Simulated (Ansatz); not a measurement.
**Equation of state of Na₂S and its gap**

A database entry relaxed whole under r2SCAN (Fm-3m):

```
CELL_PARAMETERS angstrom
0.00000 3.25599 3.25599
3.25599 0.00000 3.25599
3.25599 3.25599 0.00000
ATOMIC_POSITIONS crystal
Na 0.25000 0.25000 0.25000
Na 0.75000 0.75000 0.75000
S 0.00000 0.00000 0.00000
```

The cell was scaled uniformly, its shape held, and the atoms relaxed at each volume with plane-wave PAW DFT (Ansatz 0.2.0; r2SCAN, 500 eV, 8×8×8 Γ-centred mesh, fermi-dirac occupations of width 0.020 eV; no spin, no spin-orbit coupling). One row is withheld.

```tsv
volume (Å³/atom)	energy over the lowest (meV/atom)	pressure (GPa)	gap over mesh and path (eV)
21.631	8.9	2.17	3.313
22.092	3.8	1.37	3.234
22.552	0.9	0.65	3.160
23.012	0.0	0.00	3.088
23.472	?	?	?
23.933	3.3	-1.11	2.953
24.393	7.2	-1.58	2.889
```

Task: Fit the pressures of the other rows to the third-order Birch-Murnaghan form.

Result: With f = [(V₀/V)^(2/3) − 1]/2 and P = 3B₀f(1 + 2f)^(5/2)[1 + 3(B₀′ − 4)f/2], least squares gives V₀ = 23.01 Å³ an atom, B₀ = 30.7 GPa and B₀′ = 4.3; the rows miss the fit by less than 0.01 GPa. The slope of the energies differs from these pressures by less than 0.05 GPa.

Task: How does the gap move with volume?

Result: A parabola in ln(V/V₀) through the other rows has the slope dE_g/d ln V = -3.5 eV at V₀, so by B₀ the gap moves by +114 meV a GPa: it widens under pressure.

Task: What does the withheld row hold?

Result: The fit gives -0.58 GPa at 23.472 Å³; the run gave -0.58 GPa and 0.9 meV an atom. Its gap is 3.019 eV, against 3.019 eV from the parabola.

Caveats: the shape of the cell was held; 0 K, fixed nuclei; the symmetry was kept, and this need not be the phase that is stable at 0 K; one mesh for all volumes; r2SCAN gaps lie as a rule under measured ones; the slope of the gap can be off by tens of per cent, more where shallow d levels or spin-orbit coupling act on the edges; pressure is positive in compression.
